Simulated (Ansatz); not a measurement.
A relaxation computed with Ansatz, from input to last step.

```yaml
crystal:
  lattice:
    - [0.0, 2.2229131116, 2.2229131116]
    - [2.2229131116, 0.0, 2.2229131116]
    - [2.2229131116, 2.2229131116, 0.0]
  atoms:
    - { symbol: Zr, position: [0.0, 0.0, 0.0] }
basis:
  ecutwfc: 420
kpoints:
  mp_grid: { grid: [16, 16, 16] }
hamiltonian:
  xc: pbesol
scf:
  occupations: { method: gaussian, width: 0.1 }
output:
  forces: true
  stress: true
  eigenvalues: true
relax:
  adjacent_minimum: "off"
  f_tol: 0.01
  max_steps: 60
  cell: { stress_tol: 0.1 }
```

```bash
ansatz run input.yaml --threads 1 --pin off --max-ram 2560MiB --backend cpu --events-out ev --progress --plain --runs-dir out
```

These are results of Ansatz 0.2.0, DFT PBEsol, scalar-relativistic, plane waves, PAW, not measurements.

Of 4 frames 3 are shown, positions in Å and forces in eV/Å; the SCF threshold varies from step to step. Steps run on the plane waves of an earlier cell, with a Pulay correction in the pressure. The basis is chosen afresh for the last frame, the zero of the energies, and at times for earlier ones too; energy and pressure step there, also at an unchanged geometry.

```xyz
1
Lattice="0.0000 2.2229 2.2229 2.2229 0.0000 2.2229 2.2229 2.2229 0.0000" Properties=species:S:1:pos:R:3:forces:R:3 pbc="T T T" step=1 free_energy_over_end_meV_per_atom=0.90 pressure_GPa=1.13
Zr    0.0000    0.0000    0.0000    0.0000    0.0000    0.0000
1
Lattice="0.0000 2.2401 2.2401 2.2401 0.0000 2.2401 2.2401 2.2401 0.0000" Properties=species:S:1:pos:R:3:forces:R:3 pbc="T T T" step=2 free_energy_over_end_meV_per_atom=0.92 pressure_GPa=-1.08
Zr    0.0000    0.0000    0.0000    0.0000    0.0000    0.0000
1
Lattice="0.0000 2.2316 2.2316 2.2316 0.0000 2.2316 2.2316 2.2316 0.0000" Properties=species:S:1:pos:R:3:forces:R:3 pbc="T T T" step=4 free_energy_over_end_meV_per_atom=0.00 pressure_GPa=-0.01
Zr    0.0000    0.0000    0.0000    0.0000    0.0000    0.0000
```

The run took 7 s on 1 thread of Arm Neoverse V2 (shared host), peak memory 0.32 GiB.